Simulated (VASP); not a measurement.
Given:

```xyz
4
Lattice="1.3703 -2.3735 0.0000 1.3703 2.3735 0.0000 0.0000 0.0000 4.4488" Properties=species:S:1:pos:R:3 pbc="T T T"
Be     1.3703    -0.7912     2.2246
Be     1.3703     0.7912     0.0002
O      1.3703    -0.7912     3.9059
O      1.3703     0.7912     1.6815
```

Computed with PBE GGA, VASP's PBE PAW potentials (set 64) (plane waves; VASP). Run with 520 eV cut-off, 9×9×5 Γ-centred mesh, Gaussian smearing of 0.050 eV, potentials Be O.

Q: What does the run give for the energy per atom (σ→0), pressure, band gap (on the k-mesh) with the smallest direct gap where there is one?

A: 
```json
{
  "band gap (on the k-mesh)": "7.13 eV",
  "smallest direct gap (on the k-mesh)": "7.13 eV",
  "energy per atom (σ→0)": "-7.112 eV/atom",
  "pressure": "-5.79 GPa"
}
```

The compound is BeO in the wurtzite structure. This cell is one point of a volume scan, at 1.03 of the reference volume.
